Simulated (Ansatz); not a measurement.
**InSe (R3m): how the settings move a single-point run**

How sensitive is a single-point run of InSe (R3m) to its settings? A reference run comes first, then five runs with altered input.

A COD entry behind a cell of this session may itself be a prediction, so a difference from it is no test against experiment.

Computed with Ansatz 0.2.0 (reference: DFT PBE, scalar-relativistic, plane waves, PAW, unless a step's input says otherwise).

2 further runs of the same task are left out: 1 that didn't finish, 1 set aside as unsound or not needed. Runs told in other sessions of the task aren't counted.

### Step 1. The system as given

It takes space group R3m (No. 160, trigonal). Conventional cell: a = 4.089 Å, b = 4.089 Å, c = 27.653 Å, α = 90.00°, β = 90.00°, γ = 120.00°. In (site symmetry 3m) has 3 Se at 2.68 Å and 1 In at 2.83 Å in its first shell of neighbours. Se (site symmetry 3m) has 3 In at 2.68 Å in its first shell of neighbours.

Structure file:

```
CELL_PARAMETERS angstrom
2.04437 1.18031 9.21754
-2.04437 1.18031 9.21754
0.00000 -2.36063 9.21754
ATOMIC_POSITIONS crystal
In 0.00500 0.00500 0.00500
In 0.10718 0.10718 0.10718
Se 0.62567 0.62567 0.62567
Se 0.81985 0.81985 0.81985
```

### Step 2. Baseline

input.yaml

```yaml
crystal:
  lattice:
    - [2.0443651669, 1.1803147794, 9.2175415852]
    - [-2.0443651669, 1.1803147794, 9.2175415852]
    - [0.0, -2.3606295588, 9.2175415852]
  atoms:
    - { symbol: In, position: [0.0050015285, 0.0050015285, 0.0050015285] }
    - { symbol: In, position: [0.107179134, 0.107179134, 0.107179134] }
    - { symbol: Se, position: [0.6256740561, 0.6256740561, 0.6256740561] }
    - { symbol: Se, position: [0.8198452814, 0.8198452814, 0.8198452814] }
basis:
  ecutwfc: 420
  ecutrho_ratio: 4
kpoints:
  mp_grid: { grid: [10, 10, 10] }
  band_path:
    path:
      - [[0.0, 0.0, 0.0], [-0.5, -0.5, -0.5], [-0.5, -0.17759803, -0.82240197]]
      - [[-0.17759803, 0.17759803, -0.5], [0.0, 0.0, -0.5], [0.0, 0.0, 0.0], [0.0, 0.33879901, -0.33879901]]
      - [[-0.33879901, 0.0, -0.66120099], [-0.5, 0.0, -0.5], [0.0, 0.0, 0.0]]
    npoints: 14
hamiltonian:
  xc: pbe
scf:
  occupations: { method: gaussian, width: 0.05 }
  n_extra_bands: 17
output:
  forces: true
  stress: true
  eigenvalues: true
  populations: true
  dos: { projected: true, de: 0.02, nscf_kmesh: { grid: [15, 15, 15] } }
  bader: true
  write_density: true
  write_potential: true
  elf: true
  volumetric_format: npy
```

Run with:

```sh
$ ansatz run input.yaml --threads 4 --pin off --max-ram 7168MiB --backend cpu --events-out ev --progress --plain --runs-dir out
```

### Step 3. Variant: ecutwfc 600 eV, mp_grid.grid [8, 8, 8]

input.yaml

```yaml
crystal:
  lattice:
    - [2.044365166873, 1.180314779416, 9.2175415852]
    - [-2.044365166873, 1.180314779416, 9.2175415852]
    - [0.0, -2.360629558832, 9.2175415852]
  atoms:
    - { symbol: In, position: [0.0050015285, 0.0050015285, 0.0050015285] }
    - { symbol: In, position: [0.107179134, 0.107179134, 0.107179134] }
    - { symbol: Se, position: [0.6256740561, 0.6256740561, 0.6256740561] }
    - { symbol: Se, position: [0.8198452814, 0.8198452814, 0.8198452814] }
basis:
  ecutwfc: "600 eV"
  ecutrho_ratio: 4
kpoints:
  mp_grid: { grid: [8, 8, 8] }
hamiltonian:
  xc: pbe
scf:
  occupations: { method: gaussian, width: 0.05 }
output:
  forces: true
  stress: true
```

### Step 4. Changing settings: occupations.method tetrahedron, width left out

input.yaml

```yaml
crystal:
  lattice:
    - [2.044365166873, 1.180314779416, 9.2175415852]
    - [-2.044365166873, 1.180314779416, 9.2175415852]
    - [0.0, -2.360629558832, 9.2175415852]
  atoms:
    - { symbol: In, position: [0.0050015285, 0.0050015285, 0.0050015285] }
    - { symbol: In, position: [0.107179134, 0.107179134, 0.107179134] }
    - { symbol: Se, position: [0.6256740561, 0.6256740561, 0.6256740561] }
    - { symbol: Se, position: [0.8198452814, 0.8198452814, 0.8198452814] }
basis:
  ecutwfc: 420
  ecutrho_ratio: 4
kpoints:
  mp_grid: { grid: [10, 10, 10] }
hamiltonian:
  xc: pbe
scf:
  occupations: { method: tetrahedron }
output:
  forces: true
  stress: true
```

### Step 5. Variant: dispersion d4

input.yaml

```yaml
crystal:
  lattice:
    - [2.044365166873, 1.180314779416, 9.2175415852]
    - [-2.044365166873, 1.180314779416, 9.2175415852]
    - [0.0, -2.360629558832, 9.2175415852]
  atoms:
    - { symbol: In, position: [0.0050015285, 0.0050015285, 0.0050015285] }
    - { symbol: In, position: [0.107179134, 0.107179134, 0.107179134] }
    - { symbol: Se, position: [0.6256740561, 0.6256740561, 0.6256740561] }
    - { symbol: Se, position: [0.8198452814, 0.8198452814, 0.8198452814] }
basis:
  ecutwfc: 420
  ecutrho_ratio: 4
kpoints:
  mp_grid: { grid: [10, 10, 10] }
hamiltonian:
  xc: pbe
  dispersion: d4
scf:
  occupations: { method: gaussian, width: 0.05 }
output:
  forces: true
  stress: true
  write_density: true
  write_potential: true
  elf: true
  volumetric_format: npy
```

### Step 6. Variant: dr2_threshold 1.0e-09

input.yaml

```yaml
crystal:
  lattice:
    - [2.044365166873, 1.180314779416, 9.2175415852]
    - [-2.044365166873, 1.180314779416, 9.2175415852]
    - [0.0, -2.360629558832, 9.2175415852]
  atoms:
    - { symbol: In, position: [0.0050015285, 0.0050015285, 0.0050015285] }
    - { symbol: In, position: [0.107179134, 0.107179134, 0.107179134] }
    - { symbol: Se, position: [0.6256740561, 0.6256740561, 0.6256740561] }
    - { symbol: Se, position: [0.8198452814, 0.8198452814, 0.8198452814] }
basis:
  ecutwfc: 420
  ecutrho_ratio: 4
kpoints:
  mp_grid: { grid: [10, 10, 10] }
hamiltonian:
  xc: pbe
scf:
  occupations: { method: gaussian, width: 0.05 }
  convergence: { dr2_threshold: 1.0e-09 }
output:
  forces: true
  stress: true
```

### Step 7. Changed: starting moments, basis.precision f64, eigensolver.kind davidson, spin_polarized true

input.yaml

```yaml
crystal:
  lattice:
    - [2.044365166873, 1.180314779416, 9.2175415852]
    - [-2.044365166873, 1.180314779416, 9.2175415852]
    - [0.0, -2.360629558832, 9.2175415852]
  atoms:
    - { symbol: In, position: [0.0050015285, 0.0050015285, 0.0050015285], spin: 1.0 }
    - { symbol: In, position: [0.107179134, 0.107179134, 0.107179134], spin: 0.5 }
    - { symbol: Se, position: [0.6256740561, 0.6256740561, 0.6256740561], spin: -1.0 }
    - { symbol: Se, position: [0.8198452814, 0.8198452814, 0.8198452814], spin: -4.0 }
basis:
  ecutwfc: 420
  ecutrho_ratio: 4
  precision: f64
kpoints:
  mp_grid: { grid: [10, 10, 10] }
hamiltonian:
  xc: pbe
scf:
  occupations: { method: gaussian, width: 0.05 }
  eigensolver: { kind: davidson }
output:
  forces: true
  stress: true
magnetization:
  spin_polarized: true
```

What does the calculation give? Wanted: for each run, ending; energy change; pressure; gap; force.

**Answer**, as computed:

```
                                                                                     run     ending                                     energy change  pressure (GPa)  gap (eV)  force (eV/Å)  cycles   time
                                                                               reference  converged                                                 0             0.0      0.71          0.00       7   91 s
                                               1: ecutwfc 600 eV, mp_grid.grid [8, 8, 8]  converged                                     -0.9 meV/atom             0.0      0.71          0.00       7  7.5 s
                                       2: occupations.method tetrahedron, width left out  converged                                0.0 meV/atom (σ→0)             0.0      0.71          0.00       7  9.8 s
                                                                        3: dispersion d4  converged  -281.4 meV/atom (offset of the dispersion model)            -1.4      0.71          0.04       7   15 s
                                                                4: dr2_threshold 1.0e-09  converged                                      0.0 meV/atom             0.0      0.71          0.00       9   11 s
5: starting moments, basis.precision f64, eigensolver.kind davidson, spin_polarized true  converged                                      0.0 meV/atom             0.0      0.71          0.00      15   55 s
```

Times don't compare one to one where runs were asked for different outputs or read a saved state (see the inputs); cycles may leave out searches for a lower state.

Residual by cycle in the longest SCF loop of each run; runs are numbered as in the table. The quantity is the density residual dr2, in eV.

```
cycle  reference    run 1    run 2    run 3    run 4    run 5
    1    0.00524  0.00508  0.00527  0.00531  0.00518     14.8
    2    0.00143   0.0011  0.00122  0.00124  0.00116     1.03
    4     2.9e-5   1.5e-5   1.5e-5   1.6e-5   1.5e-5   0.0266
    5     6.4e-6   3.0e-6   4.7e-6   4.8e-6   3.4e-6  0.00297
    6     4.9e-7   2.5e-7   2.1e-7   2.2e-7   2.4e-7   8.1e-4
    7     8.3e-8   1.3e-8   1.7e-8   1.9e-8   1.2e-8   4.0e-4
    9          -        -        -        -  3.1e-10   1.5e-4
   10          -        -        -        -        -   1.3e-4
   11          -        -        -        -        -   4.4e-7
   12          -        -        -        -        -   1.5e-7
   14          -        -        -        -        -   2.9e-9
   15          -        -        -        -        -  3.9e-10
```

The table holds what each change does; none stands out.

The gaps are Kohn-Sham values of a semilocal functional, not quasiparticle or optical gaps. Such gaps usually fall short of the measured ones. Spin-orbit coupling is left out, though the cell holds In; it can move the gap.
